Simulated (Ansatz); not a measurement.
Below is a relaxed structure of MgH2. The cell was found from a structure generator's guess, not taken from experiment.

Theory: DFT PBE, scalar-relativistic, plane waves, PAW (Ansatz 0.2.0). Cutoff 420 eV, Γ-centred mesh, Gaussian smearing, no spin polarisation.

```
Mg H
1.0
     6.79610    0.00000    0.00000
     0.00000    6.79610    0.00000
     0.00000    0.00000    5.41354
Mg H
4 8
Direct
  0.34807 0.00000 0.75000
  0.65193 0.00000 0.25000
  0.00000 0.34807 0.00000
  0.00000 0.65193 0.50000
  0.50000 0.09521 0.50000
  0.50000 0.90479 0.00000
  0.19608 0.19608 0.87500
  0.19608 0.80392 0.62500
  0.80392 0.19608 0.12500
  0.80392 0.80392 0.37500
  0.90479 0.50000 0.75000
  0.09521 0.50000 0.25000
```

Formation energies are uncorrected and refer to the elements' standard structures at the same level (H₂ as a molecule).

**Question.** What space group does it have?

**Answer.** P4_122 (No. 91). Conventional cell: a = 6.796 Å, c = 5.414 Å. Mg is surrounded by 4 H at 1.82 Å; H on its first site is surrounded by 2 Mg at 1.82 Å; H on its second site has 2 Mg at 1.82 Å.

**Question.** How far does it lie from the elements in energy?

**Answer.** −0.067 eV/atom. A negative formation energy is needed for stability but isn't enough: competing phases decide.

**Question.** Is it a metal?

**Answer.** No, the gap on the 4×4×4 mesh is 5.13 eV.

**Question.** From what recipe could a structure generator have reached it?

**Answer.** One such recipe: 4-connected net, bridging atoms on its edges, bridges bent (P4_122, No. 91). Other recipes can lead to the same cell.

The last run used a 4×4×4 mesh for its 12-atom cell and Gaussian smearing of 0.02 eV. Kohn–Sham gaps at this level usually fall short of measured ones. With hydrogen, zero-point motion can shift formation energies by some tens of meV/atom. Symmetry constrained the relaxation, so the result can be a saddle point.
